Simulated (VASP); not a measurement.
# CdS (Hawleyite) (F-43m) in VASP: notebook

Aim: see how the results for CdS (Hawleyite) move with the level of theory and the settings. Levels: RPBE, r2SCAN, PBE. Tasks: relaxation of cell and atoms.

Everything below comes from runs of VASP 6.6.1. Logs are shortened: lines on timing, memory, paths and dates and some standing lists are left out, and cuts for length are marked.

## (1) The crystal as given

The structure is cubic, space group F-43m (No. 216). The conventional cell has a = 6.016 Å, b = 6.016 Å, c = 6.016 Å, α = 90.00°, β = 90.00°, γ = 90.00°. Cd (site symmetry -43m) is surrounded by 4 S at 2.60 Å. S (site symmetry -43m) is surrounded by 4 Cd at 2.60 Å.

## (2) Relaxation of cell and atoms, RPBE

The input, INCAR:

```
SYSTEM = CdS
PREC = Accurate
ENCUT = 600
EDIFF = 1E-7
ISMEAR = 0
SIGMA = 0.03
LREAL = .False.
LASPH = .True.
NELM = 80
ALGO = Normal
ISIF = 3
LWAVE = .False.
LCHARG = .False.
GGA = RP
IBRION = 2
NSW = 90
EDIFFG = -0.005
```

The input, KPOINTS:

```
Automatic mesh
0
Gamma
  8 8 8
  0 0 0
```

The input, POSCAR:

```
CdS                                     
1.0
   -0.0000000000      3.0078051955      3.0078051955
    3.0078051955      0.0000000000      3.0078051955
    3.0078051955      3.0078051955      0.0000000000
  Cd              S             
     1     1
Direct
     0.0000000000000000    0.0000000000000000    0.0000000000000000
     0.2500000000000000    0.2500000000000000    0.2500000000000000
```

Potentials or basis: VASP PAW PBE potentials, release 64 (Cd, S).

Launch:

```
$ cat potpaw_PBE.64/Cd/POTCAR potpaw_PBE.64/S/POTCAR > POTCAR
$ mpirun -np 1 vasp_std > vasp.out
```

OUTCAR:

```text
SYSTEM = CdS
   PREC = Accurate
   ENCUT = 600
   EDIFF = 1E-7
   ISMEAR = 0
   LREAL = .False.
   LASPH = .True.
   NELM = 80
   ISIF = 3
   GGA = RP
   IBRION = 2
   NSW = 90
   EDIFFG = -0.005

 ion  position               nearest neighbor table
   1  0.000  0.000  0.000-   2 2.60   2 2.60   2 2.60   2 2.60
   2  0.250  0.250  0.250-   1 2.60   1 2.60   1 2.60   1 2.60

  LATTYP: Found a face centered cubic cell.
 ALAT       =     6.0156103910

  Lattice vectors:

 A1 = (   0.0000000000,   3.0078051955,   3.0078051955)
 A2 = (   3.0078051955,   0.0000000000,   3.0078051955)
 A3 = (   3.0078051955,   3.0078051955,   0.0000000000)

Analysis of symmetry for initial positions (statically):
=====================================================================
 Subroutine PRICEL returns:
 Original cell was already a primitive cell.

 Routine SETGRP: Setting up the symmetry group for a
 face centered cubic supercell.

 Subroutine GETGRP returns: Found 24 space group operations
 (whereof 24 operations were pure point group operations)
 out of a pool of 48 trial point group operations.

The static configuration has the point symmetry T_d .

Analysis of symmetry for dynamics (positions and initial velocities):
=====================================================================
 Subroutine PRICEL returns:
 Original cell was already a primitive cell.

 Routine SETGRP: Setting up the symmetry group for a
 face centered cubic supercell.

 Subroutine GETGRP returns: Found 24 space group operations
 (whereof 24 operations were pure point group operations)
 out of a pool of 48 trial point group operations.

The dynamic configuration has the point symmetry T_d .

 Subroutine INISYM returns: Found 24 space group operations
 (whereof 24 operations are pure point group operations),
 and found     1 'primitive' translations

----------------------------------------------------------------------------------------

                                     Primitive cell

  volume of cell :      54.4226

  direct lattice vectors                    reciprocal lattice vectors
     0.000000000  3.007805196  3.007805196    -0.166234170  0.166234170  0.166234170
     3.007805196  0.000000000  3.007805196     0.166234170 -0.166234170  0.166234170
     3.007805196  3.007805196  0.000000000     0.166234170  0.166234170 -0.166234170

[... 88 lines left out ...]
   NFREE  =      1    steps in history (QN), initial steepest desc. (CG)
   ISIF   =      3    stress and relaxation
   ISYM   =      2    0-nonsym 1-usesym 2-fastsym
   POTIM  = 0.5000    time-step for ionic-motion
   TEBEG  =    0.0;   TEEND  =   0.0 temperature during run
   PSTRESS=    0.0 pullay stress
   NELECT =      18.0000    total number of electrons
   NUPDOWN=      -1.0000    fix difference up-down
   EMIN   =  10.00;   EMAX   =-10.00  energy-range for DOS
   EFERMI =   0.00;   METHOD = LEGACY
   ISMEAR =     0;   SIGMA  =   0.03  broadening in eV -4-tet -1-fermi 0-gaus
   EFERMI_NEDOS =   21; number of points for ismear=-14 and -15
   IALGO  =     38    algorithm
   IMIX   =      4    mixing-type and parameters
     AMIX     =   0.40;   BMIX     =  1.00
     AMIX_MAG =   1.60;   BMIX_MAG =  1.00
  volume/ion in A,a.u.               =      27.21       183.63
  Fermi-wavevector in a.u.,A,eV,Ry     =   1.132155  2.139463 17.439613  1.281775
  Thomas-Fermi vector in A             =   2.268856
   LORBIT       =      0    0 simple, 1 ext, 2 COOP (PROOUT), +10 PAW based schemes
   GGA     = RP    functional components
   LHFCALC =     F    Hartree Fock is set to
   AEXX    =    0.0000 exact exchange contribution
   IVDW    =     0    specifies the selected vdW correction
   LEPSILON=     F    determine dielectric tensor
   LRPA    =     F    only Hartree local field effects (RPA)
 conjugate gradient relaxation of ions
 non-spin polarized calculation
 Gauss-broadening in eV      SIGMA  =   0.03
  energy-cutoff  :      600.00
  volume of cell :       54.42
 maximum number of plane-waves:      1839
 NGX is ok and might be reduce to    36
   NGX = 17   NGY = 17   NGZ = 17

 number of electron      18.0000002 magnetization

 Free energy of the ion-electron system (eV)
  ---------------------------------------------------
  ext. energy  EPLUGINS =         0.00000000
  ---------------------------------------------------
  free energy    TOTEN  =        -5.52774613 eV

  energy without entropy =       -5.52774613  energy(sigma->0) =       -5.52774613

 E-fermi :   0.8634     XC(G=0):  -8.4555

 val. band max:        0.6951833388   @ k =   0.0000   0.0000   0.0000
 cond. band min:       1.8205802572   @ k =   0.0000   0.0000   0.0000
 fundamental gap:      1.1253969184
 Fermi energy:         0.8633630521

 k-point     1 :       0.0000    0.0000    0.0000
  band No.  band energies     occupation
      1     -11.1280      2.00000
      2      -6.7552      2.00000
      3      -6.7552      2.00000
      4      -6.7552      2.00000
      5      -6.3948      2.00000
      6      -6.3948      2.00000
      7       0.6952      2.00000
      8       0.6952      2.00000
      9       0.6952      2.00000
     10       1.8206      0.00000
     11       7.3233      0.00000
     12       7.3233      0.00000
     13       7.3233      0.00000
[... 354 lines left out ...]
  band No.  band energies     occupation
      1     -10.7422      2.00000
      2      -6.6264      2.00000
      3      -6.6000      2.00000
      4      -6.4095      2.00000
      5      -6.3733      2.00000
      6      -5.9989      2.00000
      7      -2.8860      2.00000
      8      -0.9301      2.00000
      9      -0.3112      2.00000
     10       4.8946      0.00000
     11       6.7173      0.00000
     12       7.8670      0.00000
     13       9.0064      0.00000

 [... further k-points ...]
[... 5 lines left out ...]
  --------------------------------------------------------------------------------------
  -------------------------------------------------------------------------------------
  Total        0.0025863      0.0025863      0.0025863      0.0000000      0.0000000      0.0000000
  in kB        0.0761391      0.0761391      0.0761391      0.0000000      0.0000000      0.0000000
  external PRESSURE =       0.0761391 kB  Pullay stress =       0.0000000 kB

 VOLUME and BASIS-vectors are now :
 -----------------------------------------------------------------------------
  energy-cutoff  :      600.00
  volume of cell :       54.42
      direct lattice vectors                 reciprocal lattice vectors
     0.000000000  3.007805196  3.007805196    -0.166234170  0.166234170  0.166234170
     3.007805196  0.000000000  3.007805196     0.166234170 -0.166234170  0.166234170
     3.007805196  3.007805196  0.000000000     0.166234170  0.166234170 -0.166234170

 POSITION                                       TOTAL-FORCE (eV/Angst)
 -----------------------------------------------------------------------------------
      0.00000      0.00000      0.00000         0.000000     -0.000000      0.000000
      1.50390      1.50390      1.50390        -0.000000      0.000000     -0.000000
 -----------------------------------------------------------------------------------
    total drift:                               -0.000000     -0.000000     -0.000000

  FREE ENERGIE OF THE ION-ELECTRON SYSTEM (eV)
  ---------------------------------------------------
  free  energy   TOTEN  =        -5.5277461281 eV

  energy  without entropy=       -5.5277461281  energy(sigma->0) =       -5.52774613

 reached required accuracy - stopping structural energy minimisation
```

OSZICAR:

```text
N       E                     dE             d eps       ncg     rms          rms(c)
DAV:   1     0.122976685709E+03    0.12298E+03   -0.99358E+03   754   0.141E+03
DAV:   2    -0.502828092099E-01   -0.12303E+03   -0.11708E+03   849   0.312E+02
DAV:   3    -0.604586119397E+01   -0.59956E+01   -0.59759E+01   934   0.697E+01
DAV:   4    -0.609128620533E+01   -0.45425E-01   -0.45417E-01   834   0.621E+00
DAV:   5    -0.609195452776E+01   -0.66832E-03   -0.66832E-03   909   0.729E-01    0.719E+00
DAV:   6    -0.553547218824E+01    0.55648E+00   -0.10857E+00  1008   0.129E+01    0.588E+00
DAV:   7    -0.552192756074E+01    0.13545E-01   -0.21749E-01   789   0.369E+00    0.307E+00
DAV:   8    -0.552656507209E+01   -0.46375E-02   -0.20215E-02   809   0.208E+00    0.302E-01
DAV:   9    -0.552700082994E+01   -0.43576E-03   -0.27927E-03   874   0.788E-01    0.750E-02
DAV:  10    -0.552748752445E+01   -0.48669E-03   -0.50813E-04   779   0.207E-01    0.971E-02
DAV:  11    -0.552775579711E+01   -0.26827E-03   -0.60250E-04   754   0.194E-01    0.318E-02
DAV:  12    -0.552774093419E+01    0.14863E-04   -0.43464E-05   847   0.945E-02    0.109E-02
DAV:  13    -0.552774554179E+01   -0.46076E-05   -0.94004E-06   774   0.205E-02    0.110E-02
DAV:  14    -0.552774615512E+01   -0.61334E-06   -0.20045E-06   779   0.102E-02    0.694E-03
DAV:  15    -0.552774612810E+01    0.27028E-07   -0.38696E-08   680   0.159E-03
   1 F= -.55277461E+01 E0= -.55277461E+01  d E =-.552775E+01
```

CONTCAR:

```text
CdS
   1.00000000000000
     0.0000000000000000    3.0078051955000000    3.0078051955000000
     3.0078051955000000    0.0000000000000000    3.0078051955000000
     3.0078051955000000    3.0078051955000000    0.0000000000000000
  Cd              S
     1     1
Direct
     0.0000000000000000    0.0000000000000000    0.0000000000000000
     0.2500000000000000    0.2500000000000000    0.2500000000000000

  0.00000000E+00  0.00000000E+00  0.00000000E+00
  0.00000000E+00  0.00000000E+00  0.00000000E+00
```

Wall time 17 s (1 thread of Intel Xeon Platinum 8488C (Sapphire Rapids), shared host); peak memory 0.21 GiB.

Results:

```yaml
Free_energy: -5.5277 eV
Pressure_after_relaxing: 0.0 GPa
Band_gap_on_the_k_mesh: 1.13 eV, direct
```

Final structure:
```cif
data_structure
_symmetry_space_group_name_H-M 'P 1'
_symmetry_Int_Tables_number 1
_cell_length_a 4.2537
_cell_length_b 4.2537
_cell_length_c 4.2537
_cell_angle_alpha 60.000
_cell_angle_beta 60.000
_cell_angle_gamma 60.000
_cell_volume 54.42
loop_
_atom_site_label
_atom_site_type_symbol
_atom_site_fract_x
_atom_site_fract_y
_atom_site_fract_z
_atom_site_occupancy
Cd1 Cd 0.00000 0.00000 0.00000 1
S1 S 0.25000 0.25000 0.25000 1
```

Caveat: the relaxation stopped at its first step, so nothing moved; the PAW data sets were made with another functional, which shifts forces and pressure a little.

## (3) Relaxation of cell and atoms, r2SCAN

This run uses another cell than the first one, of 24.81 Å³/atom, 0.912 times its volume.

The input, INCAR:

```
SYSTEM = CdS
PREC = Accurate
ENCUT = 600
EDIFF = 1E-6
ISMEAR = 0
SIGMA = 0.03
LREAL = .False.
LASPH = .True.
NELM = 80
ALGO = Normal
ISIF = 3
LWAVE = .False.
LCHARG = .False.
METAGGA = R2SCAN
LMIXTAU = .True.
IBRION = 2
NSW = 90
EDIFFG = -0.01
```

KPOINTS is that of step 2.

The input, POSCAR:

```
CdS
1.0
    0.0000000000      2.9165000000      2.9165000000
    2.9165000000      0.0000000000      2.9165000000
    2.9165000000      2.9165000000      0.0000000000
Cd S
1 1
Direct
    0.0000000000      0.0000000000      0.0000000000
    0.2500000000      0.2500000000      0.2500000000
```

Potentials or basis: VASP PAW PBE potentials, release 64 (Cd, S).

Launch:

```
$ cat potpaw_PBE.64/Cd/POTCAR potpaw_PBE.64/S/POTCAR > POTCAR
$ mpirun -np 1 vasp_std > vasp.out
```

Run time: 5 min. Hardware: 1 thread of AMD EPYC 7R13 (Zen 3), shared host; peak memory 0.21 GiB.

The run converged. Its results:

- Free energy: -29.6858 eV
- Relaxed volume: 25.49 Å³/atom
- Relaxed cell: a = 4.162 Å, b = 4.162 Å, c = 4.162 Å, α = 60.00°, β = 60.00°, γ = 60.00°
- Space group after relaxing (to 0.05 Å): F-43m (No. 216)
- Energy gained by relaxing: 3.7 meV/atom
- Ionic steps: 3
- Pressure after relaxing: 0.0 GPa
- Band gap on the k mesh: 1.53 eV, direct

Step by step:
| step | energy change (eV) | largest force (eV/Å) | pressure (GPa) | volume (Å³) |
| --- | --- | --- | --- | --- |
| 1 | 0.0000 | 0.0000 | 1.76 | 49.62 |
| 2 | -0.0060 | 0.0000 | -0.70 | 51.60 |
| 3 | -0.0073 | 0.0000 | 0.00 | 50.99 |

Final structure:
```
Cd S
1.0
     0.00000    2.94314    2.94314
     2.94314    0.00000    2.94314
     2.94314    2.94314    0.00000
Cd S
1 1
Cartesian
  0.0000 0.0000 0.0000
  1.4716 1.4716 1.4716
```

Levels at points of the mesh, in eV from the valence-band top:
| k point | band 5 | band 6 | band 7 | band 8 | band 9 | band 10 | band 11 | band 12 | band 13 |
| --- | --- | --- | --- | --- | --- | --- | --- | --- | --- |
| (0.00, 0.00, 0.00) | -7.40 | -7.40 | 0.00 | 0.00 | 0.00 | 1.53 | 7.08 | 7.08 | 7.08 |
| (0.50, 0.00, 0.00) | -7.36 | -7.04 | -4.30 | -0.73 | -0.73 | 3.43 | 7.48 | 7.48 | 7.81 |
| (0.50, 0.50, 0.00) | -7.32 | -6.97 | -3.86 | -1.83 | -1.83 | 3.88 | 4.72 | 9.67 | 11.38 |

Caveat: the PAW data sets were made with another functional, which shifts forces and pressure a little. r2SCAN opens gaps a little over a GGA but as a rule still falls short of measured ones.

## (4) Relaxation of cell and atoms, r2SCAN

This run uses another cell than the first one, of 25.49 Å³/atom, 0.937 times its volume.

INCAR, as its differences from that of step 3:

```diff
@@ -3,3 +3,3 @@
 ENCUT = 600
-EDIFF = 1E-6
+EDIFF = 1E-7
 ISMEAR = 0
@@ -17,2 +17,2 @@
 NSW = 90
-EDIFFG = -0.01
+EDIFFG = -0.005
```

KPOINTS is that of step 3.

The input, POSCAR:

```
CdS                                     
1.0
    0.0000000000      2.9431428970      2.9431428970
    2.9431428970      0.0000000000      2.9431428970
    2.9431428970      2.9431428970      0.0000000000
  Cd              S             
     1     1
Direct
     0.0000000000000000    0.0000000000000000    0.0000000000000000
     0.2500000000000000    0.2500000000000000    0.2500000000000000
```

Launch:

```
$ cat potpaw_PBE.64/Cd/POTCAR potpaw_PBE.64/S/POTCAR > POTCAR
$ mpirun -np 1 vasp_std > vasp.out
```

Run time: 2.6 min. Hardware: 1 thread of AMD EPYC 7R13 (Zen 3), shared host; peak memory 0.19 GiB.

Results (log left out):

```yaml
Free_energy: -29.6864 eV
Pressure_after_relaxing: 0.0 GPa
Band_gap_on_the_k_mesh: 1.53 eV, direct
```

Final structure:
```
Cd S
1.0
     0.00000    2.94314    2.94314
     2.94314    0.00000    2.94314
     2.94314    2.94314    0.00000
Cd S
1 1
Cartesian
  0.0000 0.0000 0.0000
  1.4716 1.4716 1.4716
```

Levels at points of the mesh, in eV from the valence-band top:
```tsv
k point	band 5	band 6	band 7	band 8	band 9	band 10	band 11	band 12	band 13
(0.00, 0.00, 0.00)	-7.40	-7.40	0.00	0.00	0.00	1.53	7.08	7.08	7.08
(0.50, 0.00, 0.00)	-7.36	-7.04	-4.30	-0.73	-0.73	3.43	7.48	7.48	7.81
(0.50, 0.50, 0.00)	-7.32	-6.97	-3.86	-1.83	-1.83	3.88	4.72	9.67	11.38
```

Caveat: the relaxation stopped at its first step, so nothing moved; the PAW data sets were made with another functional, which shifts forces and pressure a little. r2SCAN opens gaps a little over a GGA but as a rule still falls short of measured ones.

## (5) Relaxation of cell and atoms, PBE

This run uses another cell than the first one, of 24.81 Å³/atom, 0.912 times its volume.

The input, INCAR:

```
SYSTEM = CdS
  ALGO = Normal
  EDIFF = 1E-6
  EDIFFG = -0.01
  ENCUT = 600
  GGA = PE
  IBRION = 2
  ISIF = 3
  ISMEAR = 0
  LASPH = .True.
  LCHARG = .False.
  LREAL = .False.
  LWAVE = .False.
  NELM = 80
  NSW = 90
  PREC = Accurate
  SIGMA = 0.03
```

The input, KPOINTS:

```
k-points
0
Gamma
  8 8 8
  0 0 0
```

The input, POSCAR:

```
CdS
1.0
    0.0000000000      2.9165000000      2.9165000000
    2.9165000000      0.0000000000      2.9165000000
    2.9165000000      2.9165000000      0.0000000000
Cd S
1 1
Direct
    0.0000000000      0.0000000000      0.0000000000
    0.2500000000      0.2500000000      0.2500000000
```

Launch:

```
$ cat potpaw_PBE.64/Cd/POTCAR potpaw_PBE.64/S/POTCAR > POTCAR
$ mpirun -np 1 vasp_std > vasp.out
```

Run time: 26 s. Hardware: 1 thread of Intel Xeon 6975P-C (Granite Rapids), shared host; peak memory 0.22 GiB.

It converged, with:

```
Free energy                            : -6.1464 eV
Relaxed volume                         : 26.15 Å³/atom
Relaxed cell                           : a = 4.197 Å, b = 4.197 Å, c = 4.197 Å, α = 60.00°, β = 60.00°, γ = 60.00°
Space group after relaxing (to 0.05 Å) : F-43m (No. 216)
Energy gained by relaxing              : 12.6 meV/atom
Ionic steps                            : 3
Pressure after relaxing                : 0.0 GPa
Band gap on the k mesh                 : 1.03 eV, direct
```

The path:
```
step  energy change (eV)  largest force (eV/Å)  pressure (GPa)  volume (Å³)
   1              0.0000                0.0000            3.18        49.62
   2             -0.0226                0.0000           -0.91        53.23
   3             -0.0253                0.0000            0.03        52.29
```

Final structure:
```cif
data_structure
_symmetry_space_group_name_H-M 'P 1'
_symmetry_Int_Tables_number 1
_cell_length_a 4.1974
_cell_length_b 4.1974
_cell_length_c 4.1974
_cell_angle_alpha 60.000
_cell_angle_beta 60.000
_cell_angle_gamma 60.000
_cell_volume 52.29
loop_
_atom_site_label
_atom_site_type_symbol
_atom_site_fract_x
_atom_site_fract_y
_atom_site_fract_z
_atom_site_occupancy
Cd1 Cd 0.00000 0.00000 0.00000 1
S1 S 0.25000 0.25000 0.25000 1
```

Levels at points of the mesh, in eV from the valence-band top:
```
           k point  band 6  band 7  band 8  band 9  band 10  band 11  band 12  band 13
(0.00, 0.00, 0.00)   -7.14    0.00    0.00    0.00     1.03     6.55     6.55     6.55
(0.50, 0.00, 0.00)   -6.81   -4.09   -0.68   -0.68     2.93     7.00     7.00     7.32
(0.50, 0.50, 0.00)   -6.75   -3.73   -1.70   -1.70     3.64     4.28     9.02    10.47
```

A hybrid or GW would open this gap; PBE tends to underestimate it. Zero-point motion and thermal expansion aren't in these numbers.

## (6) Summary

```tsv
level	gap on the mesh (eV)	pressure (GPa)
RPBE	1.13	0.0
r2SCAN	1.53	0.0
PBE	1.03	0.0
```

Alike in all rows: task relaxation of cell and atoms; potentials or basis VASP PAW PBE potentials, release 64 (Cd, S); no spin polarisation; cell relaxed; k mesh 8 × 8 × 8; cutoff (eV) 600; smearing gaussian 0.03 eV.

Caveats: the relaxation stopped at its first step, so nothing moved (some runs); the PAW data sets were made with another functional, which shifts forces and pressure a little (some runs).

Total energies depend on the potentials used, so only differences within one code and one set of settings carry meaning.
